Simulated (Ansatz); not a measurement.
C4H6 can be A, `C=C=CC`, or B, `C1=CCC1`.

Program: Ansatz. Geometries: PBE0-D4/def2-TZVP. ΔE: electronic, gas phase. CBS: MP2 limit from def2 TZ/QZ plus the TZ coupled-cluster correction, frozen cores. DFT in def2-TZVPP. B3LYP here is the variant with VWN-RPA as its local correlation; programs differ in this.

Which is lower in electronic energy at CCSD(T)/CBS, and by how much? (An estimate is asked.)

Computed: B, by 5.9 kJ/mol.

Give E(B) − E(A) in kJ/mol with MP2/def2-TZVPP, CCSD/def2-TZVPP, B3LYP, CCSD(T)/def2-TZVPP, BLYP-D4, PBE-D4, CCSD(T)/def2-SVP. (Best estimate.)

Computed: MP2/def2-TZVPP -14.1, CCSD/def2-TZVPP -5.1, B3LYP 17.7, CCSD(T)/def2-TZVPP -5.0, BLYP-D4 24.9, PBE-D4 0.2, CCSD(T)/def2-SVP -7.8. The order is the other way round with B3LYP, BLYP-D4.

Does the order hold for the free energy at 298.15 K (harmonic terms from PBE0-D4)? (Estimate.)

Computed: No: G(B) − G(A) = +6.2 kJ/mol.

Largest T1 diagnostic: 0.011.

In def2-TZVPP, CCSD(T) changes the Hartree–Fock value by −14.5 kJ/mol (the triples alone add +0.1 kJ/mol) and MP2 by −23.5 kJ/mol. From BLYP to BHLYP (50 % exact exchange), in def2-TZVPP and without D4, E(B) − E(A) moves by −22.3 kJ/mol.
